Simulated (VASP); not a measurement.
# TiAl: restarted molecular dynamics, 2 variants

TiAl, P4/mmm (no. 123), 16 atoms in the cell. PBE, molecular dynamics; PAW potentials Ti, Al (PBE set).

| Restart from | Temperature at the end (K) | The same without a restart (K) | Potential energy at the end (eV/atom) | The same without a restart (eV/atom) | Electronic steps in the first step after the restart | Time (s) |
|---|---|---|---|---|---|---|
| CONTCAR with velocities, WAVECAR read | 780.0 | 780.0 | -6.08914 | -6.08914 | 9 | 301 |
| CONTCAR with velocities, no WAVECAR | 780.0 | 780.0 | -6.08914 | -6.08914 | 23 | 330 |

Limits: 120 fs of 16 atoms are too short for converged averages.

## Input of the first row

INCAR.step1:
```
GGA = PE
PREC = Normal
ENCUT = 240
EDIFF = 1E-6
NELMIN = 4
NELM = 60
ALGO = Fast
LREAL = Auto
LASPH = True
ISMEAR = -1
SIGMA = 0.069
ISYM = 0
LWAVE = True
LCHARG = False
IBRION = 0
NSW = 30
POTIM = 2.0
TEBEG = 1600
ISIF = 2
RANDOM_SEED = 997949 0 0
MDALGO = 2
SMASS = -3
KPAR = 2
```

INCAR.step2, as INCAR.step1 but for:
```
- LWAVE = True
+ LWAVE = False
```

KPOINTS:
```
k-points
0
Monkhorst-Pack
  2 2 2
```

POSCAR.step1:
```
TiAl
1.0
    5.6746000000      0.0000000000      0.0000000000
    0.0000000000      5.6746000000      0.0000000000
    0.0000000000      0.0000000000      8.1182000000
Ti Al
8 8
Direct
    0.0000000000      0.0000000000      0.0000000000
    0.0000000000      0.0000000000      0.5000000000
    0.0000000000      0.5000000000      0.0000000000
    0.0000000000      0.5000000000      0.5000000000
    0.5000000000      0.0000000000      0.0000000000
    0.5000000000      0.0000000000      0.5000000000
    0.5000000000      0.5000000000      0.0000000000
    0.5000000000      0.5000000000      0.5000000000
    0.2500000000      0.2500000000      0.2500000000
    0.2500000000      0.2500000000      0.7500000000
    0.2500000000      0.7500000000      0.2500000000
    0.2500000000      0.7500000000      0.7500000000
    0.7500000000      0.2500000000      0.2500000000
    0.7500000000      0.2500000000      0.7500000000
    0.7500000000      0.7500000000      0.2500000000
    0.7500000000      0.7500000000      0.7500000000
```

Commands (each step's output is kept before the next begins):
```
cat potpaw_PBE.64/Ti/POTCAR potpaw_PBE.64/Al/POTCAR > POTCAR
cp INCAR.step1 INCAR
cp POSCAR.step1 POSCAR
mpirun -np 2 vasp_std > vasp.out
cp CONTCAR POSCAR
cp INCAR.step2 INCAR
mpirun -np 2 vasp_std > vasp.out
```

Changes of the last row against the first:
```
(step 1)
- LWAVE = True
+ LWAVE = False
```

VASP 6.6.1 took 301 s on 2 cores (Intel Xeon Platinum 8375C @ 2.90GHz (Ice Lake)), a shared host.
